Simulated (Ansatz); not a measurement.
## ZnO (P6_3mc): the host for defect calculations

Aim: the runs on the perfect crystal ZnO (P6_3mc) that a defect calculation needs first.

Calculated with Ansatz 0.2.0; plane-wave PAW DFT, PBEsol; relaxation of the host's cell and atoms; PAW set soft_1, in the first sound run; inputs show where later runs differ.

### 1. Set-up

The structure is hexagonal, space group P6_3mc (No. 186). The conventional cell has a = 3.237 Å, b = 3.237 Å, c = 5.222 Å, α = 90.00°, β = 90.00°, γ = 120.00°. Nearest to Zn lie 4 O at 1.97 to 1.98 Å. Nearest to O lie 4 Zn at 1.97 to 1.98 Å. Farther neighbours and most contacts between anions are not listed.

### 2. Host cell relaxation

Lattice and positions are set free, within the symmetry that the program keeps.

cell/input.yaml

```yaml
crystal:
  lattice:
    - [3.237351, 0.0, 0.0]
    - [-1.6186755, 2.8036282, 0.0]
    - [0.0, 0.0, 5.2220613]
  atoms:
    - { symbol: Zn, position: [0.66666667, 0.33333333, 0.5005917] }
    - { symbol: Zn, position: [0.33333333, 0.66666667, 0.0005917] }
    - { symbol: O, position: [0.66666667, 0.33333333, 0.8797183] }
    - { symbol: O, position: [0.33333333, 0.66666667, 0.3797183] }
basis:
  ecutwfc: 420
  xc_grid: 2
hamiltonian:
  xc: pbesol
  pseudopotentials: { kind: paw, azcp: { folder: soft_1 }, xc_functional: pbe }
kpoints:
  mp_grid: { grid: [10, 10, 6] }
scf:
  occupations: { method: fixed }
  max_iter: 100
relax:
  f_tol: 0.005
  max_steps: 60
  cell: {}
output:
  forces: true
  stress: true
checkpoint:
  write: "../cell.run"
  compress: false
  write_wavefunctions: false
  write_every: 100000
```

Command:

```sh
$ ansatz run input.yaml --threads 32 --pin off --max-ram 84787MiB --backend cuda --events-out ev --progress --plain --runs-dir out --max-vram 78GiB
```

Numbers of over 12 decimals in the logs are rounded to 6 here.

Output:

```text
[... repeated set-up lines and file paths are left out, and long positions are rounded to six places ...]
Engine: ansatz 0.2.0, aarch64-unknown-linux-gnu
Pseudopotentials: kind: paw
Pseudopotential: Zn, paw, valence charge 12, recommended cutoff 420 eV (normal), soft_1/Zn.paw.azcp
Pseudopotential: O, paw, valence charge 6, recommended cutoff 420 eV (normal), soft_1/O.paw.azcp
Functional definition: PBEsol
  exchange = pbesol_x
  correlation = pbesol_c
[...]
Crystal: 4 atoms, lattice volume = 47.397 Å³
Basis set: ecut = 420 eV, 941 PW (Γ), exchange–correlation on 48×48×72 points (8 copies of the dense FFT grid, shifted against one another)
Bands: 22, of which v1, the nominal top of the filled ones, is band 18 counted from 1 (17 counted from 0)
Symmetry: 12 space group operations
Space group: P63mc (ITA 186), of the structure as read, at distance tolerance 3.6e-5 Å
k-points: 56 of 600 (time reversal used)
Non-local potential: Zn, projectors of the file, l = 0: 2, l = 1: 2, l = 2: 3, l = 3: 1
Non-local potential: O, projectors of the file, l = 0: 2, l = 1: 2, l = 2: 1
PAW form: soft (Blöchl's): semilocal exchange-correlation on the pseudo side does not see the compensation charge
PAW frozen core: Zn, regenerated for the run's functional, and the local potential with it (the file was generated under x = pbe(κ = 0.804, μ = 0.219515), c = pbe(β = 0.066725))
PAW frozen core: O, regenerated for the run's functional, and the local potential with it (the file was generated under x = pbe(κ = 0.804, μ = 0.219515), c = pbe(β = 0.066725))
PAW one-centre angular grid: Zn, 590 points (default); XC on 64 Gauss nodes
PAW one-centre angular grid: O, 110 points (default); XC on 64 Gauss nodes
Initial density: superposition of atomic densities (chi_scale 0.1, normalization cell, long waves kept (reshape's long-wave potential 0.00 eV rms))
Initial wavefunctions: pseudopotential atomic-orbital guess
[...]
Functional: x = pbesol(κ = 0.804, μ = 0.123457), c = pbesol(β = 0.046)
SCF iter   1: F=—  HF=-7685.187301 eV  |Δ(HF+E_count)|=         —  Δρ=1.10e-1  dr2=3.04e0  Hψ=5775
preconditioner: auto → Resta (q_TF=auto, 2.606 Å⁻¹)  ε∞=6.5  [insulator: Δε(μ)=1.062 eV  Ē_g=13.810 eV  n_scr=22 (ndim 8)  ℏωp=32.4 eV  f_vac=0.000  ε∞_Penn≈6.5]
SCF iter   2: F=—  HF=-7684.362238 eV  |Δ(HF+E_count)|=   8.25e-1  Δρ=2.22e-2  dr2=2.12e-1  Hψ=2792
[...]
SCF iter   9: F=-7684.261568 eV  HF=-7684.261568 eV  |Δ(HF+E_count)|=   1.45e-6  Δρ=1.15e-5  dr2=4.40e-8  Hψ=5575
SCF 1 converged in 9 iterations: F = -7684.261568 eV  dr2 = 4.40e-8
  greatest PAW one-centre occupation: 0.987 electrons in one spin orbital (limit 2), on the Zn atom at site 0 (counted from 0), in its partial waves of l = 2
relax step   1: F+E_penalty+E_count = -7684.26156833 eV  Δ(F+E_penalty+E_count) = +0.000e0 eV  max|allowed force component| = 5.034e-4 eV/Å  Δτ_max = 0.0000 Å  P = -0.749 GPa  Ω = 47.397 Å³  (9 SCF iters, dr2 threshold 1.00e-7 eV, accepted)
[... the SCF cycles and remarks between the steps are left out from here to the last step ...]
relax step   2: F+E_penalty+E_count = -7684.26237838 eV  Δ(F+E_penalty+E_count) = -8.100e-4 eV  max|allowed force component| = 2.642e-4 eV/Å  Δτ_max = 0.0001 Å  P = -0.363 GPa  Ω = 47.272 Å³  energy of the carried Pulay correction = +3.734e-4 eV  (4 SCF iters, dr2 threshold 4.00e-7 eV, accepted)
relax step   3: F+E_penalty+E_count = -7684.26286136 eV  Δ(F+E_penalty+E_count) = -4.830e-4 eV  max|allowed force component| = 1.287e-3 eV/Å  Δτ_max = 0.0002 Å  P = +0.005 GPa  Ω = 47.155 Å³  energy of the carried Pulay correction = +7.239e-4 eV  (4 SCF iters, dr2 threshold 3.65e-7 eV, accepted)
[...]
iter 1 solved again at ethr=2.52e-7 eV; its pass at ethr=3.10e-3 eV (dr2=9.09e-5 eV) is discarded
SCF iter   1: F=—  HF=-7684.261858 eV  |Δ(HF+E_count)|=         —  Δρ=7.26e-5  dr2=7.99e-7  Hψ=9282
[...]
SCF iter   2: F=—  HF=-7684.262004 eV  |Δ(HF+E_count)|=   1.46e-4  Δρ=4.08e-5  dr2=3.02e-7  Hψ=2111
SCF iter   3: F=—  HF=-7684.262004 eV  |Δ(HF+E_count)|=   3.93e-8  Δρ=8.96e-6  dr2=2.32e-8  Hψ=2178
SCF iter   4: F=—  HF=-7684.262004 eV  |Δ(HF+E_count)|=  7.86e-10  Δρ=2.43e-6  dr2=2.05e-9  Hψ=2186
SCF iter   5: F=—  HF=-7684.262004 eV  |Δ(HF+E_count)|=   4.09e-9  Δρ=9.74e-7  dr2=6.60e-10  Hψ=2075
SCF iter   6: F=-7684.262004 eV  HF=-7684.262004 eV  |Δ(HF+E_count)|=  3.57e-10  Δρ=4.04e-7  dr2=3.95e-11  Hψ=7059
SCF 4 converged in 6 iterations: F = -7684.262004 eV  dr2 = 3.95e-11
relax step   4: F+E_penalty+E_count = -7684.26200382 eV  Δ(F+E_penalty+E_count) = +8.575e-4 eV  max|allowed force component| = 1.254e-3 eV/Å  Δτ_max = 0.0000 Å  P = -0.013 GPa  Ω = 47.155 Å³  stress off target by 1.46e-2 GPa  SCF on the basis re-selected at this cell (its energy is not comparable with the rows above)  (6 SCF iters)
basis re-selected at this cell: Δ(F+E_penalty+E_count) = +8.575e-4 eV, ΔP = -0.018 GPa vs the last step (what re-selecting the basis moved, of the pressure what is left beyond the Pulay correction that the steps carried, after the strain that the cell walked [...]
SCF converged after 6 iterations
Free energy (F): -7684.262004 eV
Harris-Foulkes:  -7684.262004 eV  (|F-HF|=3.55e-11)
Internal energy: -7684.262004 eV  (E = F + TS)
E sigma→0 (E₀):  -7684.262004 eV
Fermi energy:    7.166978 eV
--- Per-component energies (eV) ---
  E_band       = 61.785192
  E_kinetic    = 629.655828
  E_local      = -4424.407293  (includes V_loc(G=0)·N_el)
  E_nonlocal   = 1757.797033
  E_hartree    = 1656.942077
  E_xc         = -295.311987
  E_vxc        = -282.146098  (∫ρ·V_xc dr)
  E_paw        = -4038.553199  (= ΣΔE_a)
  E_vpaw       = -932.999747  (= ΣTr[D̂ρ^β])
  E_aug_tail   = 0.001176  (compensation charges beyond the density's cutoff)
  E_ewald      = -2972.050927
  E_core_change = 1.665288  (= ΣΔE_core)
  E_smearing   = -0.000000  (= −TS)
  E_closure    = -0.000000  (closes the sum)
  Σ components = -7684.262004   (vs F -7684.262004, Δ=0.00e0)
--- Forces (eV/Å), atoms counted from 1 ---
  atom   1  Zn     0.00000000     0.00000000     0.00125354
  atom   2  Zn     0.00000000    -0.00000000     0.00125354
  atom   3  O      0.00000000    -0.00000000    -0.00125356
  atom   4  O      0.00000000     0.00000000    -0.00125356
  max |Σ_I F_I| component: 3.01e-8 eV/Å
--- Stress (GPa, compression-positive) ---
       -0.014620       0.000000      -0.000000
        0.000000      -0.014620       0.000000
       -0.000000       0.000000      -0.010000
  P = ⅓ Tr σ = -0.0131 GPa (-0.131 kbar)
--- Band table (eV; the first three rows and the last of 56) ---
  k-point 0: bands = ["-10.9529", "-10.1792", "1.3852", "1.3899", "1.3899", "1.4343", "1.5851", "1.5851", "2.6060", "2.6060", "2.8221", [... rest cut ...]
  k-point 1: bands = ["-10.9040", "-10.2341", "1.2838", "1.3798", "1.3969", "1.3969", "1.5652", "1.5652", "2.6258", "2.6258", "2.8138", [... rest cut ...]
--- Relaxed structure (3 steps of the walk, 3 accepted, 1 SCFs on fresh bases) ---
  F+E_penalty+E_count = -7684.26200382 eV   max|allowed force component| = 1.254e-3 eV/Å   (the final SCF, on the basis selected at the relaxed cell)
  cell:  # Å, volume = 47.1549 Å³
    - [3.231218, 0.0, 0]
    - [-1.615609, 2.798317, 0]
    - [0, 0, 5.215114]
  atoms:
    - { symbol: Zn, position: [0.666667, 0.333333, 0.500641] }
    - { symbol: Zn, position: [0.333333, 0.666667, 0.000641] }
    - { symbol: O, position: [0.666667, 0.333333, 0.879669] }
    - { symbol: O, position: [0.333333, 0.666667, 0.379669] }
```

Run time: 2.4 s. Hardware: 1 × NVIDIA GB200 with 32 threads of Arm Neoverse V2, shared host; peak memory 1 GiB.

Relaxation path:

| step | energy less that of the first step (eV) | largest force component (eV/Å) | pressure (GPa) | volume (Å³) |
| --- | --- | --- | --- | --- |
| 1 | 0.0000 | 0.0005 | -0.75 | 47.40 |
| 2 | -0.0008 | 0.0003 | -0.36 | 47.27 |
| 3 | -0.0013 | 0.0013 | 0.01 | 47.15 |
| 4* | -0.0004 | 0.0013 | -0.01 | 47.15 |

Relaxation steps marked * repeat the geometry before them on a plane-wave basis chosen anew for their cell, so energy and pressure can jump there.

Forces are held to the 12 operations that the run works with; a distortion that breaks them can't arise in this run.

| conventional cell, symmetrised | before | after | change |
| --- | --- | --- | --- |
| a (Å) | 3.237 | 3.231 | -0.2 % |
| b (Å) | 3.237 | 3.231 | -0.2 % |
| c (Å) | 5.222 | 5.215 | -0.1 % |
| volume (Å³/atom) | 11.85 | 11.79 | -0.5 % |

Final coordinates:

```xyz
4
Lattice="3.2312 0.0000 0.0000 -1.6156 2.7983 0.0000 0.0000 0.0000 5.2151" Properties=species:S:1:pos:R:3 pbc="T T T"
Zn    1.6156    0.9328    2.6109
Zn    0.0000    1.8656    0.0033
O     1.6156    0.9328    4.5876
O     0.0000    1.8656    1.9800
```

Numbers from this step:

```yaml
pressure: -0.01308 GPa
```

### 3. Dielectric tensors of the host

The response to a uniform electric field gives the electronic dielectric tensor.

This step: plane-wave PAW DFPT, PBEsol; dielectric tensors, Born charges and zone-centre modes of the host; PAW set soft_1 (Ansatz 0.2.0).

eps/input.yaml

```yaml
crystal:
  lattice:
    - [3.2312179553, 0.0, 0.0]
    - [-1.6156089777, 2.7983168345, 0.0]
    - [0.0, 0.0, 5.2151142287]
  atoms:
    - { symbol: Zn, position: [0.6666666667, 0.3333333333, 0.5006413159] }
    - { symbol: Zn, position: [0.3333333333, 0.6666666667, 0.0006413159] }
    - { symbol: O, position: [0.6666666667, 0.3333333333, 0.8796686841] }
    - { symbol: O, position: [0.3333333333, 0.6666666667, 0.3796686841] }
basis:
  ecutwfc: 420
hamiltonian:
  xc: pbesol
  pseudopotentials: { kind: paw, azcp: { folder: soft_1 }, xc_functional: pbe }
kpoints:
  mp_grid: { grid: [9, 9, 5] }
scf:
  occupations: { method: fixed }
  max_iter: 100
phonons:
  method: dfpt
  dielectric: true
  rigid_motions: translations
```

Output:

```text
[...]
Crystal: 4 atoms, lattice volume = 47.155 Å³
Basis set: ecut = 420 eV, 941 PW (Γ), exchange–correlation on 48×48×72 points (8 copies of the dense FFT grid, shifted against one another)
Bands: 22, of which v1, the nominal top of the filled ones, is band 18 counted from 1 (17 counted from 0)
Symmetry: 12 space group operations
k-points: 115 of 405 (irreducible under 2 space group operations, time reversal used)
[...]
SCF iter   1: F=—  HF=-7685.184058 eV  |Δ(HF+E_count)|=         —  Δρ=1.10e-1  dr2=3.03e0  Hψ=11941
[...]
SCF iter   2: F=—  HF=-7684.362645 eV  |Δ(HF+E_count)|=   8.21e-1  Δρ=2.22e-2  dr2=2.12e-1  Hψ=5758
[...]
SCF iter  11: F=-7684.262011 eV  HF=-7684.262011 eV  |Δ(HF+E_count)|=  2.73e-10  Δρ=2.58e-7  dr2=2.52e-11  Hψ=15945
SCF 1 converged in 11 iterations: F = -7684.262011 eV  dr2 = 2.52e-11
[...]
the response reads at least the filled bands of the reference SCF and the lowest empty band at each k-point, and that SCF's band table does not vouch for those bands. The notice of the band table in this run's record says why
[...]
NSCF: frozen V_eff on 1 k-points
[...]
NSCF: frozen V_eff on 36 k-points, pencils in batches of 32, up to order 88
[...]
DFPT response loops at q = (0, 0, 0) (fractional): preconditioner auto → Resta (q_TF=auto, 2.608 Å⁻¹)  ε∞=9.3 (no band partly filled); β = 1.00, the filter's whole step (`scf.mixing.beta` (0.50) is not read by the response loops at its default; [...]
[...]
DFPT response loops at Γ: preconditioner auto → Resta (q_TF=auto, 2.608 Å⁻¹)  ε∞=9.3 (no band partly filled); β = 1.00, the filter's whole step (`scf.mixing.beta` (0.50) is not read by the response loops at its default; [...]
── the response to a field inside a basis, on 14×14×8 k-points: an SCF that follows is theirs, and a resumed run solves both again ──
[...]
Bands: 19, of which v1, the nominal top of the filled ones, is band 18 counted from 1 (17 counted from 0)
k-points: 224
[...]
Eigensolver: Dense (224 Hₖ)
SCF iter   1: F=—  HF=-7684.261116 eV  |Δ(HF+E_count)|=         —  Δρ=4.03e-4  dr2=1.51e-5
[...]
SCF iter   4: F=-7684.261115 eV  HF=-7684.261115 eV  |Δ(HF+E_count)|=   1.27e-6  Δρ=1.95e-5  dr2=8.32e-8
SCF 1 converged in 4 iterations: F = -7684.261115 eV  dr2 = 8.32e-8
[...]
WARN: field response: ε∞ stands inside a basis, on 14×14×8 points; [...]
SCF converged after 11 iterations
Free energy (F): -7684.262011 eV
[...]
Internal energy: -7684.262011 eV  (E = F + TS)
E sigma→0 (E₀):  -7684.262011 eV
Fermi energy:    7.167200 eV
[...]
--- Band table (eV; the first three rows and the last of 115) ---
[...]
--- Phonons (Γ-DFPT): 4 representative perturbations + reference (Σ response iterations 24) ---
  k mesh reduced under 2 symmetry operations, with k and −k counted as one. Each operation leaves every solved perturbation unchanged. A smaller set is not considered because the run solves the response to a homogeneous field
  ASR residual: 2.043e-4 → 0.000e0 eV/Å²; symmetrization residual: 2.177e-9 eV/Å²
  ASR residual per site (eV/Å²): 8.74e-5 8.74e-5 2.04e-4 2.04e-4
  Γ frequencies (cm⁻¹): 0.00 0.00 0.00 88.48 88.48 251.30 368.54 388.52 388.52 420.23 420.23 530.01
  ε∞ (high-frequency dielectric tensor):
        5.298570     0.000000     0.000000
        0.000000     5.298570     0.000000
        0.000000     0.000000     5.341979
  ε⁰ (static dielectric tensor: ions relaxed, cell fixed):
       10.073363     0.000000     0.000000
        0.000000    10.073363    -0.000000
        0.000000    -0.000000    10.928980
  ε⁰ − ε∞ (ionic part):
        4.774793     0.000000     0.000000
        0.000000     4.774793    -0.000000
        0.000000    -0.000000     5.587001
  softest optical mode at Γ: 88.48 cm⁻¹; the repairs (sum rule, projections) moved no ω² at Γ by more than (1.86 cm⁻¹)²
  Born effective charges Z* (e; rows j = field, columns β = displacement):
    site 0:
         2.10687    0.00000    0.00000
         0.00000    2.10687    0.00000
         0.00000    0.00000    2.16185
    site 1:
         2.10687    0.00000   -0.00000
         0.00000    2.10687    0.00000
         0.00000    0.00000    2.16185
    site 2:
        -2.10687   -0.00000   -0.00000
        -0.00000   -2.10687   -0.00000
        -0.00000   -0.00000   -2.16185
    site 3:
        -2.10687   -0.00000   -0.00000
        -0.00000   -2.10687   -0.00000
        -0.00000   -0.00000   -2.16185
  Z* charge neutrality: 1.250e-3 e pre-enforcement
  solved inside a basis spanned on kpoints, on 14×14×8 k-points transformed towards the longest dipole: ε∞ is read to err by 1.7e-2, Z* by 1.3e-2 e (field_mesh: kpoints solves on kpoints); Z* is corrected for what the basis lacks
  optical modes at Γ without the LO–TO term, one row a degenerate level:
      ω (cm⁻¹)  modes    IR ((D/Å)²/amu)
         88.48      2             0.0000
        251.30      1             0.0000
        368.54      1            16.7771
        388.52      2            31.8692
        420.23      2             0.0000
        530.01      1             0.0000
  optical modes at Γ + LO–TO along q̂ = [1.0000, 0.0000, 0.0000]:
      ω (cm⁻¹)  modes    IR ((D/Å)²/amu)
         88.48      2             0.0000
        251.30      1             0.0000
        368.54      1            16.7771
        388.52      1            15.9346
        420.23      2             0.0000
        530.01      1             0.0000
        535.70      1            15.9346
  optical modes at Γ + LO–TO along q̂ = [0.0000, 1.0000, 0.0000]:
      ω (cm⁻¹)  modes    IR ((D/Å)²/amu)
         88.48      2             0.0000
        251.30      1             0.0000
        368.54      1            16.7771
        388.52      1            15.9346
        420.23      2             0.0000
        530.01      1             0.0000
        535.70      1            15.9346
  optical modes at Γ + LO–TO along q̂ = [0.0000, 0.0000, 1.0000]:
      ω (cm⁻¹)  modes    IR ((D/Å)²/amu)
         88.48      2             0.0000
        251.30      1             0.0000
        388.52      2            31.8692
        420.23      2             0.0000
        527.14      1            16.7771
        530.01      1             0.0000
```

Elapsed: 11 s, on 1 × NVIDIA GB200 with 32 threads; peak memory 2.2 GiB; 78 s of CPU time.

Electronic dielectric tensor:

```
5.30 0.00 0.00
0.00 5.30 0.00
0.00 0.00 5.34
```

Static dielectric tensor:

```
10.07  0.00  0.00
 0.00 10.07  0.00
 0.00  0.00 10.93
```

The principal values of the electronic dielectric tensor are 5.30, 5.30 and 5.34. The principal values of the static dielectric tensor are 10.07, 10.07 and 10.93.

(Part 1 of 2 ends here.)

[Logs are printed without paths, hosts, clocks, repeated set-up lines and the standing remarks that a program may print on its own settings, such as how far it seeks lower states.]

[Hosts, paths, dates, database ids (printed as entryN), source tags and the programs' standing remarks are cut or masked in the printed files.]

[Runs of the host that timed out are not shown.]

[For some hosts the program warned that the k-mesh of the response run may be too coarse for force constants and the static dielectric constant; such warnings are not always shown.]
